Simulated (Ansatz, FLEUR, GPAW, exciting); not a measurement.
ZnS: 5 runs at one level of theory

```xyz
2
Lattice="0.0000 2.7020 2.7020 2.7020 0.0000 2.7020 2.7020 2.7020 0.0000" Properties=species:S:1:pos:R:3 pbc="T T T"
Zn    4.0530    4.0530    4.0530
S     0.0000    0.0000    0.0000
```

Alike in all runs: task band structure; functional PBEsol; k mesh 9 × 9 × 9; occupations fermi-dirac, width 0.05 eV; no spin polarisation; no spin-orbit coupling. Pressure is positive in compression and, in plane waves, holds the error of the finite cutoff, which Ansatz's Pulay term estimates and takes out. Gaps are the smaller of the mesh's and the band path's.

```tsv
program and potentials	plane-wave cutoff (eV)	notes	band gap (eV)	pressure (GPa)
Ansatz, Ansatz PAW	420	potentials made for PBE, which Ansatz adapts in part; Pulay term of +0.06 GPa included	1.97	-1.97
GPAW, PAW data sets generated for this functional	600	-	1.97	-1.99
exciting, all-electron LAPW+lo, shipped species files, valence relativity iora*	-	-	1.97	-
FLEUR, all-electron, FLAPW	-	-	1.98	-
Ansatz, all-electron LAPW, scalar-relativistic	-	-	1.98	-1.97
```

The band gap spans 1.97 (GPAW, PAW data sets generated for this functional) to 1.98 eV (FLEUR, all-electron, FLAPW), with all-electron results at 1.97 to 1.98. The pressure spans -1.99 (GPAW, PAW data sets generated for this functional) to -1.97 GPa (Ansatz, all-electron LAPW, scalar-relativistic), with all-electron results at -1.97.

The functional is the same throughout but for its coding, so the spread measures potentials, basis and numerics; runs on potential files found faulty are left out.

The potentials and basis sets hardly affect either property: the gap stays at 1.97 to 1.98 eV, and the three available pressures are nearly identical. The shortfall from the much larger measured gap of zinc-blende ZnS therefore belongs to the functional, not to the treatment of the core. A semilocal Kohn–Sham gap lacks the derivative discontinuity. In addition, such functionals place the Zn 3d shell too high, which strengthens its repulsion with the S 3p states and pushes the valence-band maximum up. The conduction-band minimum, by contrast, is mainly Zn 4s and S 3s antibonding in character and has little part in this p–d coupling.

The negative pressure means that the cell is stretched relative to the PBEsol equilibrium and would contract on relaxation. Contraction would probably widen the gap somewhat, since it raises the antibonding s-like conduction edge more than the valence edge, but volume alone would not remove the discrepancy with experiment. Close agreement at one fixed geometry does not establish equally close agreement for elastic constants or deformation potentials.
